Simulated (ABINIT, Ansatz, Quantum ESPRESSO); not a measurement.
## Cost and result for the electronic dielectric constant of ZnSe

Space group F-43m (No. 216). a = 5.668 Å, b = 5.668 Å, c = 5.668 Å, α = 90.00°, β = 90.00°, γ = 90.00°
```json
{"atom": "Se", "site": "4c", "symmetry": "-43m", "x": "0.2500", "y": "0.2500", "z": "0.2500"}
{"atom": "Zn", "site": "4a", "symmetry": "-43m", "x": "0.0000", "y": "0.0000", "z": "0.0000"}
```

| rung | level | program and potentials | cutoff (eV) | k mesh | smearing | task | core time | chip | electronic dielectric constant | miss | notes |
| --- | --- | --- | --- | --- | --- | --- | --- | --- | --- | --- | --- |
| GGA | PBE | Ansatz, Ansatz PAW | 420 | 6 × 6 × 6 | fixed | phonons | 1.7 min | Intel Xeon | 7.27 | +23.2 % | 14 valence electrons an atom on average |
| LDA | LDA | Quantum ESPRESSO, GBRV 1.5 LDA | 612 | 6 × 6 × 6, shifted | fixed | phonons | 5.5 min | Intel Xeon Platinum 8375C Ice Lake | 7.51 | +27.3 % | 13 valence electrons an atom on average; cell relaxed first (21.52 Å³/atom) |
| GGA | PBE | Quantum ESPRESSO, SSSP 1.3 efficiency PBE | 748 | 6 × 6 × 6, shifted | fixed | phonons | 9.6 min | Intel Xeon 6975P-C Granite Rapids | 7.35 | +24.6 % | 13 valence electrons an atom on average; cell relaxed first (23.55 Å³/atom) |
| GGA | PBE | Quantum ESPRESSO, SG15 PBE 1.2 | 952 | 6 × 6 × 6, shifted | fixed | phonons | 10 min | Intel Xeon 6975P-C Granite Rapids | 7.42 | +25.8 % | 13 valence electrons an atom on average; cell relaxed first (23.56 Å³/atom) |
| GGA | PBE | ABINIT, SG15 NC PBE v1.2 | 1061 | 4 × 4 × 4, 4 shifts | fixed | phonons | 23 min | Arm Neoverse V1 | (a) | ? | 13 valence electrons an atom on average |
| LDA | LDA | ABINIT, PseudoDojo NC SR LDA v0.4.1 standard | 1061 | 4 × 4 × 4, 4 shifts | fixed | phonons | 28 min | Arm Neoverse V2 | (b) | ? | 18 valence electrons an atom on average |
| GGA | PBEsol | ABINIT, PseudoDojo NC SR PBEsol v0.4.1 standard | 1061 | 4 × 4 × 4, 4 shifts | fixed | dielectric tensor | 29 min | Arm Neoverse V1 | 7.58 | +28.5 % | 18 valence electrons an atom on average |

Times are single runs on shared hosts and different chips, so they are rough; meshes, cutoffs and the tasks' sizes weigh on the time. All rows: no spin polarisation. Smearing widths are in eV. The cell comes from a database and isn't always the measured one. Meshes differ between rows, which moves values too. All levels ran on this one cell, unrelaxed unless noted. Meshes are those of the run's cell of 2 atoms unless a note names another. Ansatz refines the mesh for the field response beyond the one shown. Misses use the values as printed. Runs on faulty files, with rough fits or with known faults for this quantity aren't shown. No row holds spin-orbit coupling.

Measured: 5.9 (a printed reference work). The runs are for a static lattice.

Problem. Estimate the values left out from the other rows.

Solution. (a) 7.43, miss +25.9 %; (b) 7.81, miss +32.4 %.
